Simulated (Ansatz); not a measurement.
# TiAl3 (Pm-3m): equation of state with a fit in Python

Where is the equilibrium volume of TiAl3 (Pm-3m), and how stiff is it? A script is to give an equation of state with a fit; the system is TiAl3 (Pm-3m).

All numbers are computed with the Python package of Ansatz 0.2.0. Level of theory: DFT r2SCAN, plane waves, norm-conserving potentials.

## 1. The system

The structure is cubic, space group Pm-3m (No. 221). The conventional cell has a = 3.956 Å, b = 3.956 Å, c = 3.956 Å, α = 90.00°, β = 90.00°, γ = 90.00°. Ti (site symmetry m-3m) is surrounded by 12 Al at 2.80 Å. Around Al (site symmetry 4/mmm) lie 4 Ti at 2.80 Å and 8 Al at 2.80 Å.

No structure file is read: the coordinates are typed or built in the script.

## 2. The script

eos_tial3.py

```python
import ansatz as az
import numpy as np
from pymatgen.analysis.eos import EOS

vectors0 = np.array([
    [3.955671, 0.0, 0.0],
    [0.0, 3.955671, 0.0],
    [0.0, 0.0, 3.955671],
])
sites = [
    ("Ti", [0.0, 0.0, 0.0]),
    ("Al", [0.5, 0.5, 0.0]),
    ("Al", [0.5, 0.0, 0.5]),
    ("Al", [0.0, 0.5, 0.5]),
]


def make_crystal(cell):
    crystal = az.Crystal(lattice=az.Lattice.of(cell))
    for symbol, position in sites:
        crystal = crystal.atom(symbol, position)
    return crystal


def main() -> None:
    volumes, energies = [], []
    for scale in np.linspace(0.95, 1.07, 5):
        cell = vectors0 * scale ** (1 / 3)
        model = (
            make_crystal(cell).calculation()
            .functional(az.Functional.R2SCAN)
            .pseudopotentials("nc")
            .occupations("fermi_dirac", width=0.2)
            .mixing("broyden", preconditioner="none")
            .scf(max_iterations=100)
            .kpoints(6, 6, 6)
        )
        rep = model.run(threads=1, pin="off").report
        volumes.append(abs(np.linalg.det(cell)) / len(sites))
        energies.append(rep["free_energy_ev"] / len(sites))
        print(f"V = {volumes[-1]:8.4f} A^3/atom  F = {energies[-1]:.5f} eV/atom")

    for form in ["murnaghan", "birch_murnaghan"]:
        fit = EOS(eos_name=form).fit(volumes, energies)
        print(f"{form:18s} V0 {fit.v0:8.4f} A^3/atom  B0 {fit.b0_GPa:7.1f} GPa  B1 {fit.b1:5.2f}")


if __name__ == "__main__":
    main()
```

## 3. The input behind the calls

The package turns the script's settings into the engine's input (first run):

```yaml
crystal:
  lattice:
    - [3.8886127741252556, 0.0, 0.0]
    - [0.0, 3.8886127741252556, 0.0]
    - [0.0, 0.0, 3.8886127741252556]
  atoms:
    - { symbol: Ti, position: [0.0, 0.0, 0.0] }
    - { symbol: Al, position: [0.5, 0.5, 0.0] }
    - { symbol: Al, position: [0.5, 0.0, 0.5] }
    - { symbol: Al, position: [0.0, 0.5, 0.5] }
kpoints:
  mp_grid:
    grid: [6, 6, 6]
hamiltonian:
  xc: r2scan
  pseudopotentials:
    kind: nc
scf:
  max_iter: 100
  mixing:
    algorithm: broyden
    preconditioner: none
  occupations:
    method: fermi_dirac
    width: 0.2
```

## 4. Running it

Launch:

```
> python eos_tial3.py
```

The program printed:

```text
DeckWarning: basis.ecutwfc = 1142.878222 eV, auto-derived from the records' recommended cutoffs: set by Ti (normal level)
V =  14.7002 A^3/atom  F = -503.50346 eV/atom
V =  15.1644 A^3/atom  F = -503.51673 eV/atom
V =  15.6287 A^3/atom  F = -503.51899 eV/atom
V =  16.0929 A^3/atom  F = -503.51176 eV/atom
V =  16.5571 A^3/atom  F = -503.49635 eV/atom
murnaghan          V0  15.4978 A^3/atom  B0   113.7 GPa  B1  4.02
birch_murnaghan    V0  15.4979 A^3/atom  B0   113.8 GPa  B1  3.99
```

(Warnings from the package without file and line.)

It took 41 s on 1 thread of Arm Neoverse V1, shared host; peak memory 0.55 GiB.

## 5. What changed from run to run

The engine's inputs for some of the other runs:

Run 2, against run 1:

```diff
@@ -3,3 +3,3 @@
-    - [3.8886127741252556, 0.0, 0.0]
-    - [0.0, 3.8886127741252556, 0.0]
-    - [0.0, 0.0, 3.8886127741252556]
+    - [3.9291220725486102, 0.0, 0.0]
+    - [0.0, 3.9291220725486102, 0.0]
+    - [0.0, 0.0, 3.9291220725486102]
```

Run 4, against run 1:

```diff
@@ -3,3 +3,3 @@
-    - [3.8886127741252556, 0.0, 0.0]
-    - [0.0, 3.8886127741252556, 0.0]
-    - [0.0, 0.0, 3.8886127741252556]
+    - [4.007725272068765, 0.0, 0.0]
+    - [0.0, 4.007725272068765, 0.0]
+    - [0.0, 0.0, 4.007725272068765]
```

Run 5, against run 1:

```diff
@@ -3,3 +3,3 @@
-    - [3.8886127741252556, 0.0, 0.0]
-    - [0.0, 3.8886127741252556, 0.0]
-    - [0.0, 0.0, 3.8886127741252556]
+    - [4.045896381519759, 0.0, 0.0]
+    - [0.0, 4.045896381519759, 0.0]
+    - [0.0, 0.0, 4.045896381519759]
```

Lines on the test bed's own set-up are left out of the output.

## 6. The engine's runs

The 5 runs, in the order started:

```
run  volume (Å³/atom)  energy from run 3 (meV/atom)  SCF cycles  CPU time (s)
  1            14.700                         15.54           8           7.7
  2            15.164                          2.26           9           7.6
  3            15.629                          0.00           9           7.9
  4            16.093                          7.23           8           7.9
  5            16.557                         22.64           9             8
```

Energies are free energies F = E - TS of the smeared occupations. 

## 7. What came out

| quantity | value |
| --- | --- |
| runs compared | 5 |
| range of energy | 22.64 meV/atom |
| lowest point, volume (Å³/atom) | 15.629 |
| equilibrium volume (fit) | 15.50 Å³/atom |
| bulk modulus (fit) | 114 GPa |

**Reading.** A third-order Birch-Murnaghan fit through the 5 points has its minimum at 15.50 Å³ an atom, 0.2 % above the typed cell, with a bulk modulus of 114 GPa and dB/dP = 4.0. From that minimum the energy rises by 15.9 meV an atom on the compressed side and 23.0 meV on the expanded side. Reading the output:
- Such functionals run on norm-conserving files made under PBE, which can move pressures by some GPa.
- For a metal this k-point mesh is coarse: on a finer one energies can move by several to tens of meV an atom and pressures by half a GPa or more, differences at one mesh by less.
- The smearing is wide enough that free energy and stress hold a thermal part of the electrons.
- The structure comes from a database of computed cells and needn't be a stable or known phase.
